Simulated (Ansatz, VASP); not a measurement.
## Zr2B: VASP beside Ansatz

```xyz
3
Lattice="4.5084 0.0000 0.0000 -2.2542 3.9044 0.0000 0.0000 0.0000 2.8061" Properties=species:S:1:pos:R:3 pbc="T T T"
Zr    0.0000    2.6029    1.4030
Zr    2.2542    1.3015    1.4030
B     0.0000    0.0000    0.0000
```

Alike in both runs: functional r2SCAN; k mesh 12 × 12 × 16; occupations gaussian, width 0.1 eV; no spin polarisation.

Ansatz relaxed the structure, and its values are those at the end. VASP's run is a single point on that final structure, the one shown.

|  | VASP | Ansatz |
| --- | --- | --- |
| version | VASP 6.6.1 | Ansatz 0.2.0 |
| potentials or method | VASP PAW PBE potentials, release 64 (Zr_sv, B) | scalar-relativistic, plane waves, PAW |
| plane-wave cutoff (eV) | 520 | 500 |
| valence electrons in the cell | 27 | 27 |

|  | VASP | Ansatz | Ansatz less VASP |
| --- | --- | --- | --- |
| gap on the k mesh at the Fermi level (eV) | none | none | - |
| pressure (GPa) | 0.2 | 0.0 | -0.18 |

A gap of «none» marks a metal or a gap that the smearing closes.

Caveats: the PAW data sets were made with another functional, which shifts forces and pressure a little (VASP).
